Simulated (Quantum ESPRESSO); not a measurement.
Sc under changes of volume

One of the cells (25.002 Å³/atom); the others are scaled copies at fixed shape and fractional positions:

```
CELL_PARAMETERS angstrom
3.30900 0.00000 0.00000
-1.65450 2.86568 0.00000
0.00000 0.00000 5.27330
ATOMIC_POSITIONS crystal
Sc 0.66667 0.33333 0.75000
Sc 0.33333 0.66667 0.25000
```

- Program: Quantum ESPRESSO 7.5
- Functional: PBEsol
- Potentials or basis: PseudoDojo 0.4.1 SR PBEsol standard
- Cutoff: 1061 eV
- Density cutoff: 4245 eV
- k mesh: 9 × 9 × 5
- Occupations: fermi-dirac, width 0.05 eV
- Spin: no spin polarisation

| volume (Å³/atom) | energy over the lowest point (meV/atom) | pressure (GPa) |
| --- | --- | --- |
| 23.502 | 0.00 | 0.5 |
| 24.002 | 0.41 | -0.7 |
| 24.502 | 4.39 | -1.8 |
| 25.002 | 11.64 | -2.8 |
| 25.502 | 21.87 | -3.7 |
| 26.002 | ? | ? |
| 26.502 | 50.32 | -5.3 |

Q: What does the run at 26.002 Å³/atom give?

A: Energy over the lowest point 34.85 meV/atom; pressure -4.6 GPa.

Worked out: A Birch-Murnaghan fit of order 3 (a polynomial in V^(-2/3)) to the other rows has its minimum at 23.70 Å³/atom with B0 = V·E''(V) = 57 GPa and B' = 3.2 at fixed shape and positions, which overstates the stiffness. It gives 34.84 meV/atom at 26.002 Å³/atom, against the run's 34.85, and -dE/dV = -4.6 GPa, against -4.6.

Energies are extrapolated to zero smearing.
